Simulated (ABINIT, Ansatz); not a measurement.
**Cost and result for the equilibrium volume of SiO2**

```
Si O
1.0
     4.97559    0.00000    0.00000
     0.00000    4.97559    0.00000
     0.00000    0.00000    6.90089
Si O
4 8
Direct
  0.80325 0.80325 0.50000
  0.69675 0.30325 0.25000
  0.30325 0.69675 0.75000
  0.19675 0.19675 0.00000
  0.76176 0.11039 0.43204
  0.88961 0.23824 0.06796
  0.11039 0.76176 0.56796
  0.26176 0.38961 0.81796
  0.23824 0.88961 0.93204
  0.73824 0.61039 0.31796
  0.38961 0.26176 0.18204
  0.61039 0.73824 0.68204
```

The cell comes from a database or a generator and needn't be the stable form of this composition.

```tsv
rung	level	program and potentials	cutoff (eV)	k mesh	core time	chip	equilibrium volume (Å³/atom)	notes
GGA	PBEsol	Ansatz, Ansatz PAW	420	6 × 6 × 4	1.7 min	Intel Xeon 6975P-C Granite Rapids	14.79	potentials made for PBE, which Ansatz adapts in part
GGA	BLYP	Ansatz, Ansatz PAW	420	6 × 6 × 4	2.2 min	Intel Xeon 6975P-C Granite Rapids	16.05	potentials made for PBE, which Ansatz adapts in part
LDA	LDA	Ansatz, Ansatz PAW	420	6 × 6 × 4	2.7 min	Intel Xeon Platinum 8259CL Skylake/Cascade Lake	14.03	potentials made for PBE, which Ansatz adapts in part
meta-GGA	r2SCAN	Ansatz, Ansatz PAW	500	6 × 6 × 4	3.9 min	Intel Xeon Platinum 8259CL Skylake/Cascade Lake	14.31	potentials made for PBE, which Ansatz adapts in part
LDA	LDA	ABINIT, JTH PAW LDA v2.0	626	3 × 3 × 2	6.2 min	Intel Xeon Platinum 8259CL Skylake/Cascade Lake	14.05	-
```

Times are single runs on shared hosts and different chips, so they are rough; meshes, cutoffs and the tasks' sizes weigh on the time. Task: relaxation of cell and atoms. All rows: no spin polarisation. Meshes differ between rows, which moves values too. Meshes are those of the run's cell of 12 atoms unless a note names another. Relaxations start from the cell shown or near it and stop with a little pressure left. Runs on faulty files, with rough fits or with known faults for this quantity aren't shown. PBE isn't shown for this crystal. No row holds spin-orbit coupling.

By rung: LDA 14.03 to 14.05; GGA 14.79 to 16.05; meta-GGA 14.31 (Å³/atom).
